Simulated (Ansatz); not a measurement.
The system is NaI.

```
CELL_PARAMETERS angstrom
0.00000 3.23640 3.23640
3.23640 0.00000 3.23640
3.23640 3.23640 0.00000
ATOMIC_POSITIONS crystal
I 0.50000 0.50000 0.50000
Na 0.00000 0.00000 0.00000
```

Base run:

| Quantity | Value |
| --- | --- |
| Program | Ansatz 0.2.0 |
| Functional | PBEsol |
| Potentials or basis | Ansatz PAW |
| Cutoff | 420 eV |
| Density cutoff | 1680 eV |
| k mesh | 7 × 7 × 7 |
| Occupations | fermi-dirac, width 0.05 eV |
| Spin | spin-orbit coupling, no magnetisation |

Its results: band gap on the k mesh 3.17 eV, direct; pressure -0.5 GPa.

**Question.** The run is repeated on the same cell with these changes: spin from spin-orbit coupling, no magnetisation to no spin polarisation; potential files from those of the base run to others of the same set. What comes out?

**Answer.** Band gap on the k mesh 3.51 eV, direct; pressure -0.5 GPa.

Spin-orbit coupling splits the band edges, which narrows the gap.

Caveats: the PAW data sets come from PBE, with cores solved anew for the run's functional, which leaves a small shift of forces and pressure; spin-orbit coupling is left out, which moves the levels of the heavy elements (some runs).

Not every run made on this cell is shown here.
